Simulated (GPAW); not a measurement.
# GaSb: energy against volume and a worked fit

```
Sb Ga
1.0
     0.00000    3.05900    3.05900
     3.05900    0.00000    3.05900
     3.05900    3.05900    0.00000
Sb Ga
1 1
Direct
  0.25000 0.25000 0.25000
  0.00000 0.00000 0.00000
```

The cell was scaled at fixed shape and fractions and run with GPAW, the program's PAW data sets (release 1.2.1) made for this functional, cutoff 600 eV; revPBE+D3(zero damping), k mesh 6 × 6 × 6 on the cell of 2 atoms, fermi-dirac occupations of 0.05 eV, no spin polarisation, no spin-orbit coupling. Energies are those that the program minimises, any entropy of the smearing included.

| V (Å³/atom) | energy over the lowest row (meV/atom) |
| --- | --- |
| 26.9071 | 37.96 |
| 27.4796 | 21.39 |
| 28.0520 | 9.93 |
| 28.6245 | ? |
| 29.1970 | 0.00 |
| 29.7695 | 0.50 |
| 30.3420 | 4.28 |

Fit the third-order Birch-Murnaghan form, give V0, B0 and B′, and predict the energy left open.

With y = (V0/V)^(2/3), E = E0 + (9 V0 B0/16) [(y - 1)³ B′ + (y - 1)² (6 - 4y)]. Least squares through the rows shown give V0 = 29.3837 Å³/atom, E0 = -0.21 meV, B0 = 49.02 GPa (1 eV/Å³ = 160.218 GPa) and B′ = 5.08, with a largest miss of 0.04 meV. At V = 28.6245 the form with these constants gives 2.95 meV; the run gave 3.00 meV an atom.

The fit places the minimum at 29.3837 Å³/atom, between the two lowest rows, with a bulk modulus of 49.02 GPa. Zinc-blende GaSb is known to be denser and stiffer than this, so the calculation underbinds the crystal. The likely cause is revPBE exchange, which favours strongly varying densities and so weakens and lengthens covalent bonds; the attraction added by D3 apparently doesn't make up for it. Zero-point and thermal motion would expand the lattice further, so their absence can't explain the excess volume.

The energy rises faster on compression than on expansion, as the positive B′ requires: shortening the sp³ bonds brings on steep Pauli and core repulsion, while stretching them meets a softer loss of overlap. The open point was predicted to within 0.05 meV, but it lies inside the fitted range, so it confirms a smooth curve and good interpolation rather than the form's reach to high pressure. Nor does a curve for one structure say where a denser phase would take over.
